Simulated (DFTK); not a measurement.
Here is a DFTK 0.8.2 calculation.

run.jl

```julia
using DFTK
using PseudoPotentialData
using Unitful, UnitfulAtomic
using LinearAlgebra, Printf
include("save.jl")
disable_threading()

# lattice vectors are the columns
lattice = austrip(1u"Å") * [           0.0       2.192684       2.192684;
                 2.192684            0.0       2.192684;
                 2.192684       2.192684            0.0]
symbols   = [:W, :C]
positions = [[-0.017418, -0.004818, 0.002798],
             [0.517446, 0.505944, 0.486775]]
pseudopotentials = PseudoFamily("dojo.nc.sr.pbesol.v0_4_1.standard.upf")
elements = Dict(s => ElementPsp(s, pseudopotentials) for s in unique(symbols))
atoms    = [elements[s] for s in symbols]

build_model(lattice, positions; symmetries=true) =
    model_DFT(lattice, atoms, positions;
              functionals=PBEsol(),
              temperature=austrip(0.05u"eV"),
              smearing=Smearing.FermiDirac(),
              symmetries)
Ecut  = 41.0  # hartree
kgrid = [10, 10, 10]
tol   = 1e-6
to_GPa = ustrip(uconvert(u"GPa", 1u"hartree/bohr^3"))

model = build_model(lattice, positions)
basis = PlaneWaveBasis(model; Ecut, kgrid)
display(basis)
scfres = self_consistent_field(basis;
                               tol,
                               nbandsalg=AdaptiveBands(model; n_bands_converge=14))
display(scfres.energies)
@printf "Fermi level: %.6f eV\n" ustrip(auconvert(u"eV", something(scfres.εF, NaN)))
forces = compute_forces_cart(scfres)
println("Forces (eV/Å)")
for (s, f) in zip(symbols, forces)
    @printf "%-3s %12.6f %12.6f %12.6f\n" s ustrip.(auconvert.(u"eV/Å", f))...
end
stress = compute_stresses_cart(scfres)
println("Stress (GPa)")
display(round.(stress * to_GPa; digits=4))
println("Levels at the first k-point (eV): ", round.(ustrip.(auconvert.(u"eV", scfres.eigenvalues[1][1:scfres.n_bands_converge])); digits=4))
save_scf!(scfres; forces, stress)
```

Potentials or basis: dojo.nc.sr.pbesol.v0_4_1.standard.upf (PBEsol).

The run is started by

```sh
$ julia --threads=1 run.jl  # save.jl only writes the numbers to a file and isn't shown; printed stress counts tension as positive; times include loading and compiling
```

Question: What does it give for the pressure?

Answer: -7.9 GPa.

Question: Estimate the band gap on the k mesh.

Answer: None (metal or under the smearing width).

Question: Predict the largest force.

Answer: 0.713 eV/Å.

Stress tensor (GPa, compression positive):
```
-9.94 -0.01  0.00
-0.01 -9.11 -0.01
 0.00 -0.01 -4.74
```

The run has no spin-orbit coupling, so splittings on W are missing.
